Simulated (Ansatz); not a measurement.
## ZnS: ideal shear of a crystal plane

Computed with DFT r2SCAN, scalar-relativistic, plane waves, PAW in Ansatz. The runs took a 500 eV cutoff, a Γ-centred 7×7×3 mesh and Gaussian smearing (0.05 eV). No spin polarisation. Energies are free energies at this smearing, counted from the undisturbed cell; pressure is positive in compression.

Zero of the scan (as given, not relaxed at this level; it stands at -0.9 GPa):

```
Zn S
1.0
     2.70465   -2.70465    0.00000
     2.70465    0.00000   -2.70465
     5.40930    5.40930    5.40930
Zn S
3 3
Direct
  0.66667 0.66667 0.12503
  0.00000 0.00000 0.79170
  0.33333 0.33333 0.45837
  0.66667 0.66667 0.87503
  0.00000 0.00000 0.54170
  0.33333 0.33333 0.20837
```

The cut lies on the cell's a–b face, a (1 -1 1) plane (indices in the standard cell, whose axes needn't be the Cartesian ones shown) of area 12.67 Å², between layers 2.34 Å apart. Vector c is tilted by f times 1·a + 1·b (length 6.625 Å) with the atoms' Cartesian places fixed: one unrelaxed fault a cell. The traction is dγ/du, the slope of γ against the slip u in Å.

| f | γ (mJ/m²) | traction (GPa) |
| --- | --- | --- |
| 0.0000 | 0 | 0.0 |
| 0.0833 | 143 | 5.4 |
| 0.1667 | 599 | 10.5 |
| 0.2500 | 1170 | 8.7 |
| 0.3333 | 1421 | 0.0 |
| 0.4167 | 1246 | -5.0 |
| 0.5000 | 989 | -3.5 |
| 0.5833 | 893 | -0.1 |
| 0.6667 | 914 | 0.0 |
| 0.7500 | 802 | -4.4 |
| 0.8333 | 459 | -7.1 |
| 0.9167 | 124 | -4.4 |

Read off the first barrier and the stress needed to climb it, and compare with Frenkel's sinusoid.

The first sampled maximum lies at f = 0.333, a slip of 2.21 Å, with γ ≈ 1421 mJ/m², which stands in for the unstable fault energy γ_us, and the steepest sampled slope before it is 10.5 GPa. A sinusoid γ = γ_us sin²(πu/λ) with its maximum there has λ = 4.42 Å and a largest slope πγ_us/λ = 10.1 GPa (1 mJ/m² per Å = 0.01 GPa). The stand-in is too high: a rotation axis of order three or more passes through this point, so the curvature is the same in every direction of the plane and the point is a peak of the γ-surface, which slip goes round.

Is there a metastable fault on this line?

The samples dip to a local minimum of 893 mJ/m² at f = 0.583. It lies off the rotation axes, between two maxima that lie on them, so it is most likely the pass between two peaks of the γ-surface: a saddle for slip across the line, a better estimate of γ_us, and no metastable fault.

The cut is rigid; relaxing the faces lowers these energies and usually the stresses.

Cost: 12 runs of about 7 core-minutes in all, on Arm Neoverse V2 (shared hosts).